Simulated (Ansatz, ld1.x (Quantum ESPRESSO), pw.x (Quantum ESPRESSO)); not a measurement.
# What a changed setting does to a pw.x run (fcc C)

Potential: PAW, ld1.x (Quantum ESPRESSO) 7.5, PBE; core [He], reference 2s2 2p2; waves: 2s (bound): rcut 1.10, rcutus 1.35 bohr; 2s channel at 0.7 Ry: rcut 1.10, rcutus 1.35 bohr; 2p (bound): rcut 1.70, rcutus 2.00 bohr; 2p channel at 2.2 Ry: rcut 1.70, rcutus 2.00 bohr; 3d channel at 0.25 Ry: rcut 1.10, rcutus 1.45 bohr; local part: all-electron potential smoothed inside 1.80 bohr (lloc = -2); core correction: Bessel-smoothed model core, default radius (core density twice the valence density); augmentation: PSQ, inside the norm-conserving radii.

The reference run (k-mesh 18³, cutoffs 40/500 Ry, Fermi–Dirac 0.01 Ry, mixing_beta 0.4, conv_thr 1e-9, no spin) gives -2.11 GPa at 7.456 Å³/atom, where all-electron LAPW gives -2.58 GPa. This run, with its own iteration cap, changes smearing to mp.

```
&control
  calculation='scf', prefix='x', pseudo_dir='./', outdir='./tmp', tstress=.true., disk_io='none'
/
&system
  ibrav=0, nat=1, ntyp=1, ecutwfc=40, ecutrho=500, nbnd=9,
  occupations='smearing', smearing='mp', degauss=0.01
/
&electrons
  conv_thr=1e-09, mixing_beta=0.4, electron_maxstep=50
/
ATOMIC_SPECIES
C 1.0 C.UPF
CELL_PARAMETERS angstrom
  0.00000000 1.55057211 1.55057211
  1.55057211 0.00000000 1.55057211
  1.55057211 1.55057211 0.00000000
ATOMIC_POSITIONS crystal
C 0.0000 0.0000 0.0000
K_POINTS automatic
18 18 18 0 0 0
```

```bash
pw.x < C.scf.in > C.scf.out
```

**Question.** How does the run end?

**Answer.** It converges in 7 iterations; the free energy moves by +12.6 meV/atom and the pressure by -0.13 GPa. This scheme is built to cancel the term in the square of the width that Fermi–Dirac smearing leaves in the F of a metal.

```
Message from routine setup:
     using ibrav=0 with symmetry is DISCOURAGED, use correct ibrav instead
     lattice parameter (alat)  =       4.1439  a.u.
     unit-cell volume          =      50.3156 (a.u.)^3
     number of electrons       =         4.00
     number of Kohn-Sham states=            9
     kinetic-energy cutoff     =      40.0000  Ry
     charge density cutoff     =     500.0000  Ry
     scf convergence threshold =      1.0E-09
     Exchange-correlation= SLA  PW   PBX  PBC
     number of k points=   195  Methfessel-Paxton smearing, width (Ry)=  0.0100
     iteration #  1     ecut=    40.00 Ry     beta= 0.40
     total energy              =     -18.10708638 Ry
     estimated scf accuracy    <       0.00056482 Ry
     iteration #  2     ecut=    40.00 Ry     beta= 0.40
     total energy              =     -18.10726817 Ry
     estimated scf accuracy    <       0.00015253 Ry
     iteration #  3     ecut=    40.00 Ry     beta= 0.40
     total energy              =     -18.10731635 Ry
     estimated scf accuracy    <       0.00001334 Ry
     iteration #  4     ecut=    40.00 Ry     beta= 0.40
     total energy              =     -18.10731745 Ry
     estimated scf accuracy    <       0.00000010 Ry
     iteration #  5     ecut=    40.00 Ry     beta= 0.40
     total energy              =     -18.10731750 Ry
     estimated scf accuracy    <       0.00000002 Ry
     iteration #  6     ecut=    40.00 Ry     beta= 0.40
     total energy              =     -18.10731750 Ry
     estimated scf accuracy    <          1.4E-09 Ry
     iteration #  7     ecut=    40.00 Ry     beta= 0.40
     the Fermi energy is     9.9366 ev
!    total energy              =     -18.10731750 Ry
     estimated scf accuracy    <          1.6E-10 Ry
     smearing contrib. (-TS)   =      -0.00002658 Ry
     The total energy is F=E-TS. E is the sum of the following terms:
     one-electron contribution =       4.51871193 Ry
     hartree contribution      =       0.46599027 Ry
     xc contribution           =      -6.05206465 Ry
     ewald contribution        =     -12.51772560 Ry
     one-center paw contrib.   =      -4.52220287 Ry
     convergence has been achieved in   7 iterations
          total   stress  (Ry/bohr**3)                   (kbar)     P=      -22.43
     Message from routine punch:
     Nothing written, as per user request (disk_io='none')
```

The run took about 8.7 s on one core of a shared host (Neoverse-V1, 32 threads, 247 GiB, load 25).
